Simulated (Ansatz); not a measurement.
**Al2Cu: a test of stability by relaxation**

Aim: for Al2Cu, disturb the structure and relax it again.

Computed with Ansatz 0.2.0 (DFT LDA, scalar-relativistic, plane waves, PAW, unless a step's input says otherwise).

## Step 1: The structure to begin with

Symmetry: I4/mcm, No. 140, tetragonal system. The conventional cell has a = 5.932 Å, b = 5.932 Å, c = 4.786 Å, α = 90.00°, β = 90.00°, γ = 90.00°. Al (site symmetry m2m) is surrounded by 4 Cu at 2.53 Å and 3 Al at 2.68 to 2.83 Å. Cu (site symmetry 422) is surrounded by 2 Cu at 2.39 Å and 8 Al at 2.53 Å.

As a file:

```xyz
6
Lattice="-2.9661 2.9661 2.3930 2.9661 -2.9661 2.3930 2.9661 2.9661 -2.3930" Properties=species:S:1:pos:R:3 pbc="T T T"
Al    3.9128    0.9467    0.0000
Al    2.0193    0.9467    2.3930
Al   -0.9467    2.0193    2.3930
Al    0.9467    2.0193    0.0000
Cu    0.0000    0.0000    3.5894
Cu    0.0000    0.0000    1.1965
```

This cell was relaxed beforehand with the same method: volume 14.03 Å³/atom, gap on the mesh none (metal).

## Step 2: The reference cell

The reference gives a free energy of -15164.1004 eV, pressure 0.01 GPa, largest force 0.002 eV/Å and gap on the mesh none (metal). It was computed beforehand with the settings of the runs below.

## Step 3: The disturbance

All atoms moved at random, sigma 0.25 Å a component. Displacements in the unstrained cell, with the mean shift removed:

```
atom  ux (Å)  uy (Å)  uz (Å)
 Al1   0.102  -0.323   0.138
 Al2  -0.171  -0.034   0.212
 Al3   0.049  -0.052  -0.199
 Al4  -0.092   0.045  -0.022
 Cu5   0.346   0.301   0.317
 Cu6  -0.234   0.062  -0.447
```

## Step 4: Single point of the disturbed structure

Input file input.yaml:

```yaml
crystal:
  lattice:
    - [-2.9660863797, 2.9660863797, 2.3929504194]
    - [2.9660863797, -2.9660863797, 2.3929504194]
    - [2.9660863797, 2.9660863797, -2.3929504194]
  atoms:
    - { symbol: Al, position: [0.1341288269, 0.7057662567, 0.782055879] }
    - { symbol: Al, position: [0.6982840092, 0.855941366, 0.4654921534] }
    - { symbol: Al, position: [0.7900345329, 0.3069949304, 0.1803149246] }
    - { symbol: Al, position: [0.3434194941, 0.1394447294, 0.4921481572] }
    - { symbol: Cu, position: [0.8670529228, 0.874648801, 0.1091026245] }
    - { symbol: Cu, position: [0.167080214, 0.1172039165, -0.0291137387] }
basis:
  ecutwfc: 420
kpoints:
  mp_grid: { grid: [10, 10, 10] }
hamiltonian:
  xc: lda
scf:
  occupations: { method: gaussian, width: 0.15 }
output:
  forces: true
  stress: true
  eigenvalues: true
```

The run is started by

```
$ ansatz run input.yaml --threads 2 --pin off --max-ram 5120MiB --backend cpu --events-out ev --progress --plain --runs-dir out
```

Standard output (excerpt; [...] marks lines left out):

```text
Warning: RAYON_NUM_THREADS=2 ignored (pool sized by the plan → 2); use --threads N
[...]
Pseudopotentials: kind: paw
Pseudopotential: Al, paw, valence charge 3, recommended cutoff 420 eV (normal), Al.paw.azcp
Pseudopotential: Cu, paw, valence charge 19, recommended cutoff 420 eV (normal), Cu.paw.azcp
Functional definition: SPW92
[...]
Crystal: 6 atoms, lattice volume = 84.210 Å³
Basis set: ecut = 420 eV, 1587 PW (Γ)
Bands: 31, of which v1, the nominal top of the filled ones, is band 25 counted from 1 (24 counted from 0)
Symmetry: 1 space group operations
Space group: P1 (ITA 1), of the structure as read, at distance tolerance 4.4e-5 Å
k-points: 504 of 1000 (time reversal used)
[...]
SCF iter   1: F=—  HF=-15157.241296 eV  |F-HF|=—  |Δ(HF+E_count)|=         —  Δρ=7.79e-3  dr2=2.70e-2  ethr=1.77e-3  ⟨swp⟩=7.1  Hψ=75324  notcnv=0
[...]
SCF iter   9: F=-15157.231488 eV  HF=-15157.231488 eV  |F-HF|=2.29e-8  |Δ(HF+E_count)|=   1.21e-7  Δρ=7.61e-6  dr2=2.98e-8  ethr=2.00e-10  ⟨swp⟩=7.9  Hψ=67729  notcnv=0
[...]
SCF converged after 9 iterations
Free energy (F): -15157.231488 eV
[...]
E sigma→0 (E₀):  -15157.221952 eV
Entropy (-TS):   -0.019071 eV (-3.178 meV/atom)
Fermi energy:    10.957501 eV
[...]
--- Forces (eV/Å), atoms counted from 1 ---
  atom   1  Al    -6.53028064     3.02208583    -2.81417868
  atom   2  Al     2.37398784     0.25771716    -2.74647225
  atom   3  Al     0.39232902    -0.77800691     1.20981462
  atom   4  Al     1.42782353     3.83386758     1.78237772
  atom   5  Cu     0.41657208    -2.21932531   -13.94844971
  atom   6  Cu     1.91956872    -4.11634978    16.51691258
[...]
--- Stress (GPa, compression-positive) ---
       37.035700       1.515134     -12.001561
        1.515134      22.030315      -4.722630
      -12.001562      -4.722629      50.041995
  P = ⅓ Tr σ = 36.3693 GPa (363.693 kbar)
--- Band table (eV; the first three rows and the last of 504) ---
[...]
```

It took 66 s on 2 threads of Intel Xeon Platinum 8259CL at 2.50GHz (Skylake/Cascade Lake), shared host; peak memory 1.1 GiB.

## Step 5: Relaxation of the disturbed structure

Changes to input.yaml since step 4:

```diff
@@ -24 +24,5 @@
   eigenvalues: true
+relax:
+  adjacent_minimum: "off"
+  f_tol: 0.01
+  max_steps: 80
```

The run is started by

```
$ ansatz run input.yaml --threads 2 --pin off --max-ram 5120MiB --backend cpu --events-out ev --progress --plain --runs-dir out
```

Standard output (excerpt; [...] marks lines left out):

```text
Warning: output.stress: scf.convergence.dr2_threshold = 1e-7 eV (the SCF's general default) is looser than the 6e-10 eV advised for a printed stress (1e-10 eV for each atom of the cell: 6). What an SCF threshold leaves in a stress goes as its square root, and in the free energy as the [...]
Warning: RAYON_NUM_THREADS=2 ignored (pool sized by the plan → 2); use --threads N
[...]
Pseudopotentials: kind: paw
Pseudopotential: Al, paw, valence charge 3, recommended cutoff 420 eV (normal), Al.paw.azcp
Pseudopotential: Cu, paw, valence charge 19, recommended cutoff 420 eV (normal), Cu.paw.azcp
Functional definition: SPW92
[...]
Crystal: 6 atoms, lattice volume = 84.210 Å³
Basis set: ecut = 420 eV, 1587 PW (Γ)
Bands: 31, of which v1, the nominal top of the filled ones, is band 25 counted from 1 (24 counted from 0)
Symmetry: 1 space group operations
Space group: P1 (ITA 1), of the structure as read, at distance tolerance 4.4e-5 Å
k-points: 504 of 1000 (time reversal used)
[...]
  atom   3  Al    -0.00085075    -0.00068236    -0.00003811
  atom   4  Al     0.00087965    -0.00090239    -0.00007189
  atom   5  Cu    -0.00049927    -0.00017920     0.00019283
  atom   6  Cu     0.00038526     0.00003939    -0.00002707
[...]
--- Stress (GPa, compression-positive) ---
        0.062406      -0.000087       0.000355
       -0.000087       0.062404      -0.000605
        0.000355      -0.000605      -0.107363
  P = ⅓ Tr σ = 0.0058 GPa (0.058 kbar)
--- Band table (eV; the first three rows and the last of 504) ---
[...]
--- Relaxed structure (6 steps of the walk, 6 accepted, 0 SCFs on fresh bases) ---
  F+E_penalty+E_count = -15164.10037365 eV   max|allowed force component| = 9.017e-4 eV/Å
  atoms:
    - { symbol: Al, position: [0.15954520899512162, 0.6595473153962602, 0.8190882310056669] }
    - { symbol: Al, position: [0.6595404962146334, 0.8404436262307915, 0.5000001120280037] }
    - { symbol: Al, position: [0.8404538785113589, 0.34045837954718217, 0.1809019418582941] }
    - { symbol: Al, position: [0.3404646302776973, 0.15955090929669097, 0.5000024493094885] }
    - { symbol: Cu, position: [0.7500012319619953, 0.7500127988354437, 2.1535067316086797e-5] }
    - { symbol: Cu, position: [0.24999455393919376, 0.24998697069363174, -1.426926876920797e-5] }
```

Wall time 7 min (2 threads of Intel Xeon Platinum 8259CL at 2.50GHz (Skylake/Cascade Lake), shared host); peak memory 1.3 GiB.

Step by step:

```
step  energy from step 1 (eV/cell)  largest force component (eV/Å)
   1                        0.0000                         16.5172
   2                       -4.7871                          6.0168
   3                       -6.4602                          1.9339
   4                       -6.8687                          0.0225
   5                       -6.8687                          0.0225
   6                       -6.8689                          0.0009
```

Step 1 is the start.

## Step 6: Results

| quantity | value |
| --- | --- |
| cost of the disturbance | 1144.8 meV/atom |
| end of the relaxation, from the reference | -0.0 meV/atom |
| final space group | I4/mcm (tolerance 0.05 Å; reference I4/mcm) |

What this shows: It comes back to the reference (within 1.5 meV/atom), so the structure resists this disturbance. Where forces pass 15 eV/Å atoms stand far too close, the PAW spheres overlap strongly and those numbers are rough.
